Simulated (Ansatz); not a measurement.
How fast does Zn move in ZnS?

Method: DFT PBE, scalar-relativistic, plane waves, PAW (Ansatz 0.2.0). (420 eV cutoff, 2×2×2 k-mesh, Gaussian smearing of 0.02 eV, no spin polarisation)

Host crystal, relaxed:

```xyz
2
Lattice="0.0000 2.7212 2.7212 2.7212 0.0000 2.7212 2.7212 2.7212 0.0000" Properties=species:S:1:pos:R:3 pbc="T T T"
Zn    0.0000    0.0000    0.0000
S     4.0817    4.0817    4.0817
```

In a supercell of 54 host sites with charge -2, Zn trades places with a neighbouring Zn vacancy, moving 3.70 Å. Climbing-image nudged elastic band at fixed cell; the order of the saddle wasn't checked, and the small cell leaves errors of about a tenth of an eV.

| image | path (Å) | E − E(0) (eV) |
| --- | --- | --- |
| 0 | 0.00 | 0.000 |
| 1 | 0.75 | 0.290 |
| 2 | 1.50 | 0.914 |
| 3 | 2.25 | 1.260 |
| 4 | 2.99 | 0.914 |
| 5 | 3.74 | 0.290 |
| 6 | 4.49 | 0.000 |

Question: What are the barriers forward and back, and what attempt frequency does the shape suggest?

Answer: Forward 1.26 eV, back 1.26 eV, the ends being level. For a sinusoidal profile E_b sin²(πx/l), with the Zn atom alone moving, ν = (1/l)√(E_b/2m) = 2.6×10¹² s⁻¹, within an order of magnitude of the customary 10¹³ s⁻¹; a true prefactor needs the vibrations at the minimum and at the saddle.

Question: With ν = 10¹³ s⁻¹, how often does the exchange happen at 300, 600 and 1000 K once atom and vacancy are neighbours, taking the host as solid throughout? Does that give the diffusivity?

Answer: k = ν exp(−E_b/k_BT):
```csv
T (K),k (1/s),wait (s)
300,6.8×10⁻⁹,1.5×10⁸
600,260,3.8×10⁻³
1000,4.5×10⁶,2.2×10⁻⁷
```

No. The atom can jump only when a vacancy is beside it, so where vacancies are thermal the activation energy of diffusion adds the vacancy's formation energy; where doping, quenching or off-stoichiometry fixes their number, it doesn't. And repeated exchanges only swap the two back and forth: Zn gets on when the vacancy moves round it by other jumps, which the correlation factor counts. An error of 0.1 eV in the barrier changes k by a factor of 48 at 300 K and 3.2 at 1000 K.

Cost: 1 run of about 2.5 core-hours, on Intel Xeon Platinum 8488C (Sapphire Rapids) (shared hosts).